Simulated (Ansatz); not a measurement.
Relaxation path: Mo (sc type)

DFT, PBE, PAW with Ansatz's default frozen-core files, scalar-relativistic (Ansatz 0.2.0); a Γ-centred 17×17×17 k mesh, Fermi–Dirac smearing of 0.05 eV, no spin polarisation. The run relaxes cell and atoms at a target pressure of 200 GPa.

Command: `ansatz run input.yaml --threads 1 --pin off --max-ram 3584MiB --backend cpu --events-out ev --progress --plain --runs-dir out` It took 5.3 s on 1 thread of Intel(R) Xeon(R) Platinum 8488C (Sapphire Rapids), with other jobs on the host, peak memory 0.35 GiB.

PAW: frozen-core files, cutoff 420 eV; forces are relaxed below 0.005 eV/Å.

Each step lists its enthalpy F + pV a cell above the last geometry, the pressure, the cell vectors (Å), and Cartesian positions (Å) with forces (eV/Å).

The first step:

```
step 1  dH = 3.04 meV  P = 208.8 GPa
  cell 2.2428 0.0000 0.0000  0.0000 2.2428 0.0000  0.0000 0.0000 2.2428
  Mo 0.0000 0.0000 0.0000   0.0000 0.0000 0.0000
```

Problem. Where does the relaxation end, and by which steps?

Solution. After 4 geometries, with conventional a, b, c = 2.250, 2.250, 2.250 Å, at 11.396 Å³/atom (+1.01 % against the start) in space group Pm-3m, with a shortest distance of 2.250 Å. The further steps:
```
step 2  dH = 3.85 meV  P = 190.6 GPa  (not accepted)
  cell 2.2588 0.0000 0.0000  0.0000 2.2588 0.0000  0.0000 0.0000 2.2588
  Mo 0.0000 0.0000 0.0000   0.0000 0.0000 0.0000
step 3  dH = 0.00 meV  P = 199.9 GPa
  cell 2.2505 0.0000 0.0000  0.0000 2.2505 0.0000  0.0000 0.0000 2.2505
  Mo 0.0000 0.0000 0.0000   0.0000 0.0000 0.0000
step 4  dH = 0.00 meV  P = 200.0 GPa
  cell 2.2504 0.0000 0.0000  0.0000 2.2504 0.0000  0.0000 0.0000 2.2504
  Mo 0.0000 0.0000 0.0000   0.0000 0.0000 0.0000
step 5  dH = -0.06 meV  P = 200.0 GPa  (same geometry on a basis chosen anew; earlier energies don't compare to the last digit)
  cell 2.2504 0.0000 0.0000  0.0000 2.2504 0.0000  0.0000 0.0000 2.2504
  Mo 0.0000 0.0000 0.0000   0.0000 0.0000 0.0000
```
